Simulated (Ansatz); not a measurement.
Input and command of a calculation in Ansatz (plane waves; scalar-relativistic PAW potentials unless the input names others):

```yaml
crystal:
  lattice:
    - [3.8227020304, 0.0, 0.0]
    - [-1.9113510152, 3.3105570694, 0.0]
    - [0.0, 0.0, 12.52]
  atoms:
    - { symbol: Zn, position: [0.0, 0.0, 0.0] }
    - { symbol: Zn, position: [0.0, 0.0, 0.5] }
    - { symbol: Zn, position: [0.3333333333, 0.6666666667, 0.276956869] }
    - { symbol: Zn, position: [0.6666666667, 0.3333333333, 0.75] }
    - { symbol: S, position: [0.0, 0.0, 0.1875] }
    - { symbol: S, position: [0.0, 0.0, 0.6875] }
    - { symbol: S, position: [0.3333333333, 0.6666666667, 0.4375] }
    - { symbol: S, position: [0.6666666667, 0.3333333333, 0.9375] }
basis:
  ecutwfc: 420
kpoints:
  mp_grid: { grid: [12, 12, 4] }
hamiltonian:
  xc: pbe
scf:
  occupations: { method: tetrahedron }
output:
  forces: true
  eigenvalues: true
  stress: true
```

```bash
ansatz run input.yaml --threads 2 --pin off --max-ram 5120MiB --backend cpu --events-out ev --progress --plain --runs-dir out
```

Abridged log:
```
Warning: output.forces, output.stress, relax.cell or npt_langevin: where a Kohn–Sham band that disperses or a degenerate level is filled in part under the method tetrahedron, the forces or the stress that this run publishes need not agree with its energy (scf.occupations.method in the input reference, under Limitations); prefer a smearing scheme for the forces or the stress
Basis set: ecut = 420 eV, 3077 PW (Γ), exchange–correlation on 54×54×180 points (8 copies of the dense FFT grid, shifted against one another)
Bands: 44, of which v1, the nominal top of the filled ones, is band 36 counted from 1 (35 counted from 0)
Symmetry: 6 space group operations
k-points: 69 of 576 (time reversal used)
SCF iter   1: F=—  HF=-16890.219148 eV  |F-HF|=—  |Δ(HF+E_count)|=         —  Δρ=1.10e-3  dr2=1.52e-2  ethr=1.77e-3  ⟨swp⟩=8.6  Hψ=14284  notcnv=0
SCF iter   2: F=—  HF=-16890.216367 eV  |F-HF|=—  |Δ(HF+E_count)|=   2.78e-3  Δρ=5.29e-4  dr2=4.09e-3  ethr=2.11e-5  ⟨swp⟩=2.3  Hψ=4314  notcnv=0  defer=210
SCF iter   3: F=—  HF=-16890.215956 eV  |F-HF|=—  |Δ(HF+E_count)|=   4.11e-4  Δρ=6.63e-4  dr2=7.52e-4  ethr=5.68e-6  ⟨swp⟩=2.7  Hψ=5482  notcnv=0  defer=210
SCF iter   4: F=—  HF=-16890.215664 eV  |F-HF|=—  |Δ(HF+E_count)|=   2.92e-4  Δρ=1.85e-4  dr2=1.02e-4  ethr=1.04e-6  ⟨swp⟩=2.3  Hψ=5418  notcnv=0  defer=210
SCF iter   5: F=—  HF=-16890.215644 eV  |F-HF|=—  |Δ(HF+E_count)|=   1.98e-5  Δρ=5.96e-5  dr2=1.33e-5  ethr=1.42e-7  ⟨swp⟩=2.4  Hψ=5501  notcnv=0  defer=210
SCF iter   6: F=—  HF=-16890.215478 eV  |F-HF|=—  |Δ(HF+E_count)|=   1.66e-4  Δρ=3.16e-5  dr2=1.64e-6  ethr=1.85e-8  ⟨swp⟩=2.7  Hψ=5752  notcnv=0  defer=210
SCF iter   7: F=—  HF=-16890.215479 eV  |F-HF|=—  |Δ(HF+E_count)|=   9.32e-7  Δρ=3.00e-5  dr2=9.30e-7  ethr=2.27e-9  ⟨swp⟩=3.0  Hψ=5788  notcnv=0  defer=210
SCF iter   8: F=-16890.215479 eV  HF=-16890.215479 eV  |F-HF|=8.63e-8  |Δ(HF+E_count)|=   2.61e-7  Δρ=7.19e-6  dr2=7.42e-8  ethr=1.39e-10  ⟨swp⟩=5.8  Hψ=14704  notcnv=0
SCF 1 converged in 8 iterations: F = -16890.215479 eV  dr2 = 7.42e-8
SCF converged after 8 iterations
Stability not checked: this state was not tested for a lower state beside it, because cold or Methfessel-Paxton smearing, or corrected tetrahedra, fill the levels in a way that the test cannot read (fill_not_monotonic; see scf.lower_state_search)
Free energy (F): -16890.215479 eV
Harris-Foulkes:  -16890.215479 eV  (|F-HF|=8.63e-8)
Internal energy: -16890.215479 eV  (E = F + TS)
E sigma→0 (E₀):  -16890.215479 eV
Fermi energy:    6.168294 eV
--- Forces (eV/Å), atoms counted from 1 ---
  atom   1  Zn     0.00000000     0.00000000     0.31120794
  atom   2  Zn     0.00000000     0.00000000     0.36603184
  atom   3  Zn     0.00000000     0.00000000    -5.07541262
  atom   4  Zn     0.00000000     0.00000000     0.25115782
  atom   5  S      0.00000000     0.00000000     0.94729438
  atom   6  S      0.00000000     0.00000000    -0.27944111
  atom   7  S      0.00000000     0.00000000     3.67274757
  atom   8  S      0.00000000     0.00000000    -0.19357084
--- Stress (GPa, compression-positive) ---
        0.575800       0.000000       0.000000
        0.000000       0.575800       0.000000
        0.000000       0.000000       6.909403
  P = ⅓ Tr σ = 2.6870 GPa (26.870 kbar)
```

Apart from outputs and empty bands, the input differs from a reference run on usual settings in scf.occupations.width: 0.05 → not typed; scf.occupations.method: "gaussian" → "tetrahedron". The reference, at the same geometry (not necessarily relaxed), gave pressure 2.69 GPa, largest force 5.075 eV/Å, gap on the mesh 1.58 eV. This run converged in 8 SCF iterations (reference: 8) with an energy at zero smearing within 0.01 meV/atom of the reference's, pressure 2.69 GPa, largest force 5.075 eV/Å, gap on the mesh 1.58 eV.

The run took 27 s on 2 threads of Arm Neoverse V1, on a shared host, peak memory 0.61 GiB.